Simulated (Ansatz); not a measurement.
## TaN: strain energy, fitted

TaN, P6_3mc, a = 3.134 Å, c = 6.087 Å. This isn't the usual stable structure of the compound. Ansatz: r2SCAN, PAW, 500 eV, Γ-centred 18×18×10 mesh on 4 atoms, Gaussian smearing 0.10 eV; no spin polarisation. Series: strain along c alone, the other axes held, atoms relaxed; x is the strain in per cent. y is the free energy over the unstrained cell, V0 = 12.948 Å³/atom.

```tsv
x (%)	y (meV/atom)
-4.5	48.20
-3.0	?
-1.5	5.13
0.0	0.00
1.5	4.96
3.0	19.63
4.5	43.66
```

Question: Fit y = c2 x² + c3 x³ to the other rows, turn c2 into a modulus, and predict the missing energy.

Answer: Least squares on the rows shown. y = 2.2668 x² − 0.025065 x³. In eV per unit strain² c2 is 22.67; this is C33 with relaxed ions (E = ½ C33 V0 ε²): 2 × 22.67 × 160.2 / (12.948) = 561 GPa. At x = -3.0 the fit asked for gives 21.08 meV/atom. The run gave 21.00 meV/atom, so the fit is 0.08 meV/atom too high, within twice the rms miss on the fitted rows (0.06 meV/atom).

Spin–orbit coupling is left out, which can shift energies with elements as heavy as these.